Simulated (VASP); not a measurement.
Lu, 1 atom in the cell. The structure is cubic, space group Fm-3m (No. 225). Conventional cell: a = 4.847 Å, b = 4.847 Å, c = 4.847 Å, α = 90.00°, β = 90.00°, γ = 90.00°. Lu (site symmetry m-3m) has 12 Lu at 3.43 Å as nearest neighbours. The cell was built by a generator and needn't be a form met in nature.

| Property | Result |
| --- | --- |
| Program | VASP 6.6.1 |
| Task | single point |
| Functional | PBE |
| Potentials or basis | VASP PAW PBE potentials, release 64 (Lu) |
| Cutoff | 520 eV |
| k mesh | 8 × 8 × 8 |
| Occupations | gaussian, width 0.05 eV |
| Spin | no spin polarisation |
| Dipole correction | no |
| Further INCAR settings | ALGO = Normal; EDIFF = 1e-07; NBANDS = 18 |

Potentials or basis: VASP PAW PBE potentials, release 64 (Lu).

Command:

```bash
$ cat potpaw_PBE.64/Lu/POTCAR > POTCAR
$ mpirun -np 1 vasp_std > vasp.out
```

Hardware: 1 thread of Intel(R) Xeon(R) 6975P-C (Granite Rapids), on a shared host.

Problem. Estimate the wall time of this run.

Solution. It took 9.6 s on 1 thread of Intel(R) Xeon(R) 6975P-C (Granite Rapids), with other jobs on the host, peak memory 0.17 GiB. Counts: scf iterations 13, k points 29.
